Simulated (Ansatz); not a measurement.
# TaN: stress in a strained cell

TaN is deformed so: zz strain of +3 %. What stress and forces result, by LAPW, PAW and all-electron datasets made for the crystal?

Computed with Ansatz 0.2.0 (DFT PBE, scalar-relativistic, unless a step's input says otherwise).

### Step 1. The structure to begin with

It takes space group Fm-3m (No. 225, cubic). The conventional cell has a = 4.358 Å, b = 4.358 Å, c = 4.358 Å, α = 90.00°, β = 90.00°, γ = 90.00°. Ta (site symmetry m-3m) is surrounded by 6 N at 2.18 Å. N (site symmetry m-3m) is surrounded by 6 Ta at 2.18 Å.

Coordinates:

```
CELL_PARAMETERS angstrom
0.00000 2.17900 2.17900
2.17900 0.00000 2.17900
2.17900 2.17900 0.00000
ATOMIC_POSITIONS crystal
Ta 0.50000 0.50000 0.50000
N 0.00000 0.00000 0.00000
```

Atoms are numbered in the order of the input: Ta1, N2.

### Step 2. After the deformation

Space group Fm-3m before, I4/mmm after.

### Step 3. LAPW, all electrons

The input, input.yaml:

```yaml
crystal:
  lattice:
    - [0.0, 2.179, 2.24437]
    - [2.179, 0.0, 2.24437]
    - [2.179, 2.179, 0.0]
  atoms:
    - { symbol: Ta, position: [0.5, 0.5, 0.5] }
    - { symbol: "N", position: [0.0, 0.0, 0.0] }
kpoints:
  mp_grid: { grid: [9, 9, 9] }
  band_path:
    path:
      - [0.0, 0.0, 0.0]
      - [0.0, 0.5, 0.5]
      - [0.25, 0.75, 0.5]
      - [0.0, 0.5, 0.0]
      - [0.0, 0.0, 0.0]
      - [0.5, 0.5, 0.0]
      - [0.3678244886, 0.6321755114, 0.0]
      - [-0.3678244886, 0.3678244886, 0.0]
      - [0.0, 0.0, 0.0]
    npoints: 5
scf:
  occupations: { method: fermi_dirac, width: 0.02 }
hamiltonian:
  xc: pbe
  pseudopotentials: { kind: all_electron, lapw: { basis_error: 0.0005 } }
output:
  forces: true
  stress: true
  eigenvalues: true
```

Command:

```
$ ansatz run input.yaml --threads 1 --pin off --max-ram 3072MiB --backend cpu --events-out ev --progress --plain --runs-dir out
```

### Step 4. Frozen-core PAW

The input, input.yaml:

```yaml
crystal:
  lattice:
    - [0.0, 2.179, 2.24437]
    - [2.179, 0.0, 2.24437]
    - [2.179, 2.179, 0.0]
  atoms:
    - { symbol: Ta, position: [0.5, 0.5, 0.5] }
    - { symbol: "N", position: [0.0, 0.0, 0.0] }
kpoints:
  mp_grid: { grid: [9, 9, 9] }
scf:
  occupations: { method: fermi_dirac, width: 0.02 }
hamiltonian:
  xc: pbe
  pseudopotentials: { kind: paw }
output:
  forces: true
  stress: true
  eigenvalues: true
  efg: { contact_densities: true }
  write_density: true
  write_potential: true
  elf: true
  volumetric_format: npy
```

### Step 5. All-electron PAW on datasets made for the crystal

Changes to input.yaml since step 4:

```diff
@@ -14,3 +14,3 @@
   xc: pbe
-  pseudopotentials: { kind: paw }
+  pseudopotentials: { kind: all_electron, datasets: crystal }
 output:
@@ -20,5 +20 @@
   efg: { contact_densities: true }
-  write_density: true
-  write_potential: true
-  elf: true
-  volumetric_format: npy
```

(Steps that only read results are left out.)

Before running it: what results should come out? Wanted: pressure; largest shear or deviatoric stress.

**Answer**, as computed:

| quantity | value |
| --- | --- |
| pressure | LAPW 4.41, PAW 4.30, crystal datasets 4.41 GPa |
| largest shear or deviatoric stress (LAPW) | 12.27 GPa |

The largest part of the stress beyond the pressure is 12.27 GPa in size, in the zz component; the atoms are carried along and not relaxed. No run of the undeformed cell stands beside it, so the pressure holds what the given cell had before the change. PAW: stress within 0.20 GPa of LAPW. Crystal datasets: stress within 0.01 GPa of LAPW. Spin-orbit coupling is left out, though the cell holds Ta; in elements this heavy it can shift bands and gaps by tenths of an eV.
